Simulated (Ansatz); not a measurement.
# Glassy Al2O3 (180 atoms): geometry optimisation

How does glassy Al2O3 (180 atoms) relax, and what do bonds, charges and levels look like afterwards?

Main program and level: Ansatz 0.2.0; Kohn-Sham DFT, PBE, PAW (set soft_2), plane waves.

**What experiment says.** The density of powdered alumina glass made by anodizing aluminium was measured with a helium pycnometer at room temperature (“Structure of alumina glass”, 2022, PMC8752723): density 3.05 g/cm³; number of O about Al 4.73 (by 27Al MAS NMR).

Report form: the programs' logs are mostly left out.

## (1) Starting point

The cell holds 180 atoms: 72 Al and 108 O. Its edges and angles: a = 12.596 Å, b = 12.596 Å, c = 12.596 Å, α = 90.0°, β = 90.0°, γ = 90.0°. 180 atoms (72 Al, 108 O) placed at random at 3.05 g/cm³, melted at 4500 K for 20 ps at fixed volume with the Morse and Coulomb pair potential with partial charges (Pedone, Malavasi, Menziani, Cormack and Segre, J. Phys. Chem. B 110, 11780 (2006)). Quenched from 4500 K to 300 K at 20 K/ps and fixed volume, held 5 ps. The starting density is a measured one.

Before any run, some limits are plain. The quench rate of 20 K/ps is orders of magnitude faster than experiment, which tends to freeze in extra defects. The network of bonds at the start is that of the classical potential that made the cell. Only the Γ point is sampled, in a cell whose shortest periodic width is 13 Å.

## (2) Single point at the start

The forces at the start show how far the geometry lies from a minimum of this functional.

Contents of input.yaml:

```yaml
crystal:
  lattice:
    - [12.5958, 0.0, 0.0]
    - [0.0, 12.5958, 0.0]
    - [0.0, 0.0, 12.5958]
  atoms:
    - { symbol: Al, position: [0.09844, 0.35257, 0.8387] }
    - { symbol: Al, position: [0.63482, 0.66544, 0.25388] }
    - { symbol: Al, position: [0.86758, 0.36187, 0.7569] }
    - { symbol: Al, position: [0.92127, 0.41456, 0.98736] }
    - { symbol: Al, position: [0.47199, 0.66721, 0.40301] }
    - { symbol: Al, position: [0.22901, 0.5698, 0.77552] }
    - { symbol: Al, position: [0.94924, 0.81588, 0.67912] }
    - { symbol: Al, position: [0.31596, 0.52431, 0.01444] }
    - { symbol: Al, position: [0.53604, 0.65996, 0.96498] }
    - { symbol: Al, position: [0.82184, 0.52958, 0.31438] }
    - { symbol: Al, position: [0.21902, 0.123, 0.81561] }
    - { symbol: Al, position: [0.31332, 0.93582, 0.12234] }
    - { symbol: Al, position: [0.99822, 0.14109, 0.72606] }
    - { symbol: Al, position: [0.1506, 0.92797, 0.95966] }
    - { symbol: Al, position: [0.43311, 0.25217, 0.78411] }
    - { symbol: Al, position: [0.09677, 0.42427, 0.51597] }
    - { symbol: Al, position: [0.44478, 0.07908, 0.53462] }
    - { symbol: Al, position: [0.5131, 0.41166, 0.97793] }
    - { symbol: Al, position: [0.80821, 0.58622, 0.67625] }
    - { symbol: Al, position: [0.92797, 0.06018, 0.47744] }
    - { symbol: Al, position: [0.69168, 0.52859, 0.85164] }
    - { symbol: Al, position: [0.10083, 0.62934, 0.43104] }
    - { symbol: Al, position: [0.6795, 0.186, 0.77958] }
    - { symbol: Al, position: [0.79049, 0.16323, 0.5982] }
    - { symbol: Al, position: [0.58165, 0.85669, 0.10955] }
    - { symbol: Al, position: [0.60167, 0.39572, 0.67707] }
    - { symbol: Al, position: [0.18034, 0.76117, 0.63149] }
    - { symbol: Al, position: [0.91103, 0.93986, 0.89069] }
    - { symbol: Al, position: [0.89529, 0.74541, 0.35128] }
    - { symbol: Al, position: [0.42914, 0.16404, 0.18941] }
    - { symbol: Al, position: [0.89799, 0.29668, 0.4032] }
    - { symbol: Al, position: [0.62329, 0.10449, 0.01572] }
    [... 142 atom lines left out ...]
    - { symbol: O, position: [0.20658, 0.89103, 0.39632] }
    - { symbol: O, position: [0.8942, 0.71165, 0.21624] }
    - { symbol: O, position: [0.4678, 0.84475, 0.19663] }
    - { symbol: O, position: [0.98504, 0.09097, 0.15403] }
    - { symbol: O, position: [0.00287, 0.9348, 0.99709] }
    - { symbol: O, position: [0.06912, 0.8403, 0.60198] }
kpoints:
  mp_grid: { grid: [1, 1, 1] }
hamiltonian:
  xc: pbe
scf:
  occupations: { method: fixed }
output:
  forces: true
  stress: true
  populations: true
  dos:
    method: { smearing: { sigma: 0.1 } }
    de: 0.1
    projected: { site_lists: { Al: [Al], O: [O] } }
  eigenvalues: true
```

Launch:

```sh
$ ansatz run input.yaml --threads 4 --pin off --max-ram 8192MiB --backend cpu --events-out ev --progress --plain --runs-dir out
```

It took 48 s on 4 threads of Intel Xeon 6975P-C (Granite Rapids), shared host; peak memory 3.2 GiB.

Read from the output:

| Quantity | Value |
| --- | --- |
| free energy | -100217.5130 eV |
| free energy per atom | -556.7640 eV/atom |
| SCF cycles | 9 |
| pressure | 4.442 GPa |
| r.m.s. force component | 0.9606 eV/Å |
| longest force | 3.779 eV/Å |
| Fermi energy | 5.611 eV |
| gap (highest filled to lowest empty level) | 2.901 eV |
| spilling of the projection | 0.008376 |

The r.m.s. force component of 0.96 eV/Å and the pressure of 4.4 GPa set the starting point.

Neighbours are counted within 2.33 Å (O-Al).

Length of the force by element and coordination:

```tsv
element	coordination	atoms	mean length of the force (eV/Å)	spread	least	most
Al	all	72	1.65	0.688	0.135	3.63
Al	4	54	1.66	0.700	0.135	3.63
Al	5	16	1.63	0.671	0.478	2.74
Al	6	2	1.33	0.326	1.00	1.65
O	all	108	1.39	0.748	0.226	3.78
O	2	18	1.43	0.790	0.477	3.56
O	3	88	1.37	0.742	0.226	3.78
O	4	2	1.84	0.411	1.43	2.25
```

## (3) Cell and atoms relaxed

The cell is relaxed with the atoms, since the starting lattice needn't suit this functional.

input.yaml, the sections that differ from step 2:

```yaml
output:
  forces: true
relax:
  f_tol: 0.03
  max_steps: 200
  cell: {}
# crystal, kpoints, hamiltonian, scf: as in step 2
```

The job ended after 5.3 min (4 threads; peak memory 2.9 GiB).

Relaxation path:

```tsv
step	energy less that of the first step (eV)	largest force component (eV/Å)	pressure (GPa)	volume (Å³)
1	0.0000	3.1405	4.44	1998.38
2	-6.1169	2.0272	2.11	2011.59
3	-10.6372	0.3545	0.29	2013.09
4	-10.9855	0.1353	-0.04	2012.09
5	-11.0971	0.1366	0.06	2011.25
6	-11.2412	0.1233	0.00	2013.42
7	-11.2748	0.0421	-0.02	2012.86
8	-11.2780	0.0255	0.02	2012.55
9*	-11.3570	0.0259	0.10	2012.55
10	-11.3487	0.0228	-0.05	2015.50
11	-11.3558	0.0198	0.02	2013.91
12*	-11.3640	0.0198	0.02	2013.91
13	-11.3606	0.0197	-0.01	2014.82
14*	-11.3631	0.0197	-0.01	2014.82
```

Relaxation steps marked * repeat the geometry before them on a plane-wave basis chosen anew for their cell, so energy and pressure can jump there.

```tsv
cell as run	before	after	change
a (Å)	12.596	12.812	+1.7 %
b (Å)	12.596	12.537	-0.5 %
c (Å)	12.596	12.549	-0.4 %
α (°)	90.00	90.20	+0.2 %
β (°)	90.00	88.69	-1.5 %
γ (°)	90.00	90.94	+1.0 %
volume (Å³/atom)	11.10	11.19	+0.8 %
```

The atoms that moved most (Å, as changes of fractional coordinates times the final cell):

```tsv
atom	dx	dy	dz	length
O128	0.088	0.116	0.498	0.518
Al16	0.236	-0.193	-0.343	0.459
O139	-0.037	-0.439	0.076	0.447
O140	-0.149	0.015	-0.360	0.390
O136	0.322	-0.116	0.165	0.380
Al50	-0.127	-0.188	-0.275	0.357
O173	-0.147	0.203	-0.245	0.351
O178	0.314	0.031	-0.085	0.326
```

The relaxation changed the energy by -63.1 meV/atom, and atoms moved by 0.18 Å r.m.s., 0.52 Å at most.

## (4) Structure statistics after relaxation

Bonds before and after, by the cutoffs listed below:

```tsv
pair	bonds before	bonds after	mean before (Å)	mean after (Å)	spread before (Å)	spread after (Å)
O-Al	312	318	1.827	1.838	0.129	0.096
```

Density 3.03 g/cm³, 11.19 Å³ an atom.

Pair distribution functions g(r), in bins of 0.2 Å:

```tsv
r (Å)	total	O-O	O-Al	Al-Al
1.60	0.12	0.00	0.26	0.00
1.80	3.94	0.00	8.21	0.00
2.00	0.56	0.00	1.18	0.00
2.20	0.04	0.00	0.09	0.00
2.40	0.22	0.55	0.06	0.00
2.60	0.58	1.30	0.16	0.22
2.80	1.47	3.20	0.27	1.18
3.00	1.56	2.79	0.33	2.47
3.20	1.25	1.15	0.66	3.29
3.40	0.97	0.60	1.11	1.40
3.60	0.86	0.46	1.22	0.69
3.80	0.86	0.49	1.27	0.47
4.00	0.83	0.50	1.21	0.42
4.20	1.02	0.51	1.50	0.70
4.40	1.14	0.64	1.61	0.82
4.60	1.15	1.09	1.29	0.85
4.80	1.02	1.25	0.81	1.10
5.00	0.99	1.54	0.58	0.94
5.20	0.87	1.21	0.56	1.02
5.40	1.04	1.38	0.73	1.23
5.60	1.02	1.22	0.77	1.29
5.80	0.99	0.94	0.98	1.14
6.00	1.01	0.86	1.06	1.22
6.20	0.99	0.61	1.27	0.99
```

Bonds by pair of elements; cutoffs follow the first minimum of g(r), held within bounds set by covalent radii, and pairs that aren't listed don't count as bonded:

```tsv
pair A-B	cutoff (Å)	bonds	mean length (Å)	spread (Å)	shortest (Å)	B about A	A about B
O-Al	2.43	318	1.84	0.096	1.68	2.94	4.42
```

How many atoms have how many bonded neighbours:

```tsv
element	mean	2	3	4	5	6
Al	4.42	0	0	44	26	2
O	2.94	13	88	7	0	0
```

Bond angles (no mean is given where the spread exceeds 20°):

```tsv
angle	count	mean (°)	spread (°)
O-Al-O	554	-	-
Al-O-Al	319	118	16.7
```

Oxygen atoms by the number of network formers (Si, P, Ge, B, Al, As, Ga) bound to them:

```tsv
network formers bound to O	O atoms	per cent
0	0	0
1	0	0
2	13	12
3	88	81.5
4	7	6.5
```

Network units: each former by its oxygen neighbours and how many of them bridge to another former:

```tsv
former	O neighbours	bridging O	atoms
Al	4	4	44
Al	5	5	26
Al	6	6	2
```

Bond length by coordination (bonds to H left out):

```tsv
element	coordination	atoms	mean bond length (Å)
Al	4	44	1.79
Al	5	26	1.89
Al	6	2	1.95
O	2	13	1.72
O	3	88	1.84
O	4	7	1.97
```

Rings of the network by King's shortest-path rule, up to 12 atoms, one path for each pair of neighbours; H, halogens, alkali and alkaline-earth atoms are left out, and the last column divides by all other atoms, bonded or not:

```tsv
ring size (atoms)	rings	per network atom
4	35	0.194
6	96	0.533
8	151	0.839
10	27	0.15
```

First main peaks of g(r), for some of the pairs, lie near 2.8 Å (O-O), 1.8 Å (O-Al) and 3.1 Å (Al-Al). Counting bonds as in the table, 61 % of Al atoms have 4 and 81 % of O atoms have 3 bonded neighbours. 12 % of the oxygens bridge two formers (Al) and 0 % are non-bridging; 82 % join three; 6 % join four. The commonest Al unit has 4 oxygens, 4 of them shared with other formers (44 of 72 atoms). Bonds at O atoms with 2 neighbours average 1.72 Å, against 1.97 Å at those with 4. Rings of 8 atoms are the most common (49 % of those counted); sizes run from 4 to 10.

## (5) Single point at the relaxed geometry

The electronic structure is read at the final geometry, in a run of its own.

Contents of input.yaml:

```yaml
crystal:
  lattice:
    - [12.81048, -0.1039, 0.14525]
    - [-0.1039, 12.53699, -0.02144]
    - [0.14525, -0.02144, 12.54773]
  atoms:
    - { symbol: Al, position: [0.10806, 0.34482, 0.83625] }
    - { symbol: Al, position: [0.62808, 0.66938, 0.24491] }
    - { symbol: Al, position: [0.87025, 0.35447, 0.75959] }
    - { symbol: Al, position: [0.92752, 0.41408, 0.98488] }
    - { symbol: Al, position: [0.46965, 0.65971, 0.40262] }
    - { symbol: Al, position: [0.22878, 0.57144, 0.77434] }
    - { symbol: Al, position: [0.94894, 0.80469, 0.67878] }
    - { symbol: Al, position: [0.31956, 0.53955, 0.00969] }
    - { symbol: Al, position: [0.53451, 0.6599, 0.9594] }
    - { symbol: Al, position: [0.81439, 0.53232, 0.32287] }
    - { symbol: Al, position: [0.23282, 0.12439, 0.81132] }
    - { symbol: Al, position: [0.30692, 0.9356, 0.12034] }
    - { symbol: Al, position: [0.00432, 0.14289, 0.72915] }
    - { symbol: Al, position: [0.14222, 0.92865, 0.95503] }
    - { symbol: Al, position: [0.43325, 0.24785, 0.78934] }
    - { symbol: Al, position: [0.11538, 0.40902, 0.48839] }
    - { symbol: Al, position: [0.44486, 0.08235, 0.53051] }
    - { symbol: Al, position: [0.51404, 0.4096, 0.97229] }
    - { symbol: Al, position: [0.81495, 0.58377, 0.68611] }
    - { symbol: Al, position: [0.92968, 0.05751, 0.48549] }
    - { symbol: Al, position: [0.67739, 0.53937, 0.84905] }
    - { symbol: Al, position: [0.10655, 0.62741, 0.44243] }
    - { symbol: Al, position: [0.67474, 0.18546, 0.77465] }
    - { symbol: Al, position: [0.78958, 0.15794, 0.59559] }
    - { symbol: Al, position: [0.5722, 0.86042, 0.1068] }
    - { symbol: Al, position: [0.60011, 0.39969, 0.6926] }
    - { symbol: Al, position: [0.18181, 0.76353, 0.63579] }
    - { symbol: Al, position: [0.91238, 0.94268, 0.88654] }
    - { symbol: Al, position: [0.8922, 0.7478, 0.36214] }
    - { symbol: Al, position: [0.41254, 0.14883, 0.18729] }
    - { symbol: Al, position: [0.89495, 0.29474, 0.39238] }
    - { symbol: Al, position: [0.62161, 0.10705, 0.01652] }
    [... 142 atom lines left out ...]
    - { symbol: O, position: [0.20528, 0.88651, 0.39647] }
    - { symbol: O, position: [0.88036, 0.72729, 0.22418] }
    - { symbol: O, position: [0.46758, 0.84367, 0.20178] }
    - { symbol: O, position: [0.00962, 0.0936, 0.14699] }
    - { symbol: O, position: [0.00669, 0.92504, 0.99318] }
    - { symbol: O, position: [0.06923, 0.83965, 0.60679] }
kpoints:
  mp_grid: { grid: [1, 1, 1] }
hamiltonian:
  xc: pbe
scf:
  occupations: { method: fixed }
output:
  forces: true
  stress: true
  populations: true
  dos:
    method: { smearing: { sigma: 0.15 } }
    de: 0.1
    projected: { site_lists: { Al: [Al], O: [O] } }
  eigenvalues: true
  write_density: true
  write_potential: true
  volumetric_format: npy
  elf: true
```

Elapsed: 58 s, on 4 threads; peak memory 3.2 GiB; 3.5 min of CPU time.

Numbers from this run:

```yaml
free_energy: -100228.8761 eV
free_energy_per_atom: -556.8271 eV/atom
scf_cycles: 9
pressure: -0.008166 GPa
r_m_s_force_component: 0.00361 eV/Å
longest_force: 0.02713 eV/Å
fermi_energy: 5.071 eV
spacing_of_highest_filled_and_lowest_empty_level: 3.412 eV
spilling_of_the_projection: 0.008336
```

Löwdin charges by element and coordination (they lack the spilled electrons, 0.040 e an atom on average):

```tsv
element	coordination	atoms	mean charge (e)	spread	least	most
Al	all	72	1.35	0.0225	1.26	1.39
Al	4	44	1.36	0.0159	1.33	1.39
Al	5	26	1.34	0.0177	1.30	1.36
Al	6	2	1.29	0.0321	1.26	1.33
O	all	108	-0.834	0.017	-0.882	-0.800
O	2	13	-0.866	0.0092	-0.882	-0.851
O	3	88	-0.831	0.0119	-0.854	-0.800
O	4	7	-0.812	0.0062	-0.819	-0.802
```

States in the cell by windows of 1 eV, zero at the Fermi level; the larger projections on atomic orbitals stand beside the total:

```tsv
from (eV)	to (eV)	total	O p	Al p	O s
-18	-17	105.1	0.4	17.7	82.7
-17	-16	45.8	0.2	6.1	38.0
-16	-15	9.3	0.0	1.3	7.5
-15	-8	0.0	0.0	0.0	0.0
-8	-7	0.4	0.3	0.0	0.0
-7	-6	51.1	38.2	3.4	1.0
-6	-5	73.9	56.2	7.8	1.7
-5	-4	93.1	74.5	12.5	1.9
-4	-3	112.6	96.2	11.6	1.7
-3	-2	123.7	112.5	7.5	1.2
-2	-1	119.2	112.9	3.5	0.8
-1	0	71.0	67.9	1.7	0.4
0	1	2.8	2.7	0.1	0.0
1	3	0.0	0.0	0.0	0.0
3	4	2.0	0.0	0.1	0.6
4	5	3.8	0.6	1.2	0.9
```

With fixed occupations the program's Fermi level is the highest filled level; weight inside the gap is the broadening of levels at its edges.

Between -20 and -18 eV lie 56 more states.

The levels nearest the highest filled one (over half full), pooled over k-points and spins:

```tsv
level less the highest filled one (eV)	occupation
-0.241	2
-0.220	2
-0.162	2
-0.121	2
-0.0447	2
0	2
3.41	0
4.92	0
4.93	0
5.02	0
5.07	0
5.18	0
```

Electrostatic potential energy in the ac plane at fractional y = 0.255, with atoms of Al and O within 0.2 Å of it. With pseudopotentials it is smooth inside the atoms' cores, unlike the true potential.

Ten even steps from '0' (-30 eV) to '9' (12 eV), each cell a mean:
```
999999987456557789999999875554689999
999998423654566348999999887666899999
998886000588887668999999988888999999
888777535899875556899998888999999998
168888899999865764688887668899888962
048888999999865654521266567667888850
789999999999887657500058774001788887
999999999999999989964689986102899999
999999887889999999999999999878999999
999998766789999999999999999888899999
999998876789999999999999999888999999
999999888899999999999999887313899999
999889999999999999999988776000677889
998778899988899999999987667645654578
887666578887789999999987778887544458
988767789887766999999633789988654578
998888999988500299998200499999888889
999999999999721499998523799999999878
789999999999998999886567899999999876
458878999999999888864445799999998645
555102799999999999875445789999998556
566100699988999999877777888888986555
889767998766678999999988875555740057
999999987456558999999999864675552379
```
Columns run along a (12.8 Å; values clipped at the 3rd and 97th percentile), rows up along c (12.5 Å). Atoms in or near the plane, at fractional coordinates: Al at (0.43, 0.79), Al at (0.77, 0.00), Al at (0.31, 0.99), O at (0.78, 0.48), O at (0.20, 0.89), O at (0.56, 0.73), O at (0.63, 0.30), O at (0.78, 0.71), O at (0.39, 0.29), O at (0.12, 0.11).

(Continued in part 2 of 2.)

[Logs are printed without paths, hosts, clocks, repeated set-up lines and the standing remarks that a program may print on its own settings, such as how far it seeks lower states.]

[Hosts, paths, dates, database ids (printed as entryN), source tags and the programs' standing remarks are cut or masked in the printed files.]
